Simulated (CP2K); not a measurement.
The system is FeO.

```
Fe O
1.0
     3.07799    0.00000    0.00000
    -0.25762    3.06719    0.00000
    -1.41018   -1.53359    2.26572
Fe O
1 1
Direct
  0.00000 0.00000 0.00000
  0.50000 0.50000 0.00000
```

The cell comes from a database or a generator and needn't be the stable form of this composition.

- Program: CP2K 2026.2
- Task: single point
- Functional: PBE
- Potentials or basis: POTENTIAL_UZH Fe GTH-PBE-q16, O GTH-PBE-q6; TZVP-MOLOPT-PBE-GTH basis
- Density cutoff: 8163 eV
- k mesh: 12 × 12 × 12
- Occupations: fermi-dirac, width 0.05 eV
- Spin: collinear spin, ferromagnetic start
- Starting moments: [3.0, 0.0] μB

On this cell: pressure -8.2 GPa; largest force under 0.003 eV/Å; net moment 4.00 μB per cell; site moments Fe +3.78; O +0.22 μB.

The same run follows on a disturbed copy (atoms moved at random, drawn with an rms of 0.05 Å):

```
Fe O
1.0
     3.07799    0.00000    0.00000
    -0.25762    3.06719    0.00000
    -1.41018   -1.53359    2.26572
Fe O
1 1
Cartesian
  0.0049 0.0176 -0.0089
  1.4005 1.5225 0.0334
```

Q: What does the disturbed cell give?

A: The energy moves by +1.7 meV/atom; pressure -8.0 GPa; largest force 0.203 eV/Å; net moment 4.00 μB per cell; site moments Fe +3.78; O +0.22 μB.

Forces on the atoms (eV/Å):
```
Fe  -0.125 -0.155  0.039
O    0.131  0.152 -0.018
```

Stress tensor (GPa, compression positive):
```
-7.34  2.97  0.03
 2.97 -6.87  0.04
 0.03  0.04 -9.84
```

The forces don't sum to zero, so they hold noise of the program's grid.

Caveats: the basis of atomic orbitals isn't converged, which shifts pressures, moduli and gaps; the total moment is fixed, so each spin has its own Fermi level; a cell with one magnetic atom can't hold antiferromagnetic order, which such compounds often take.
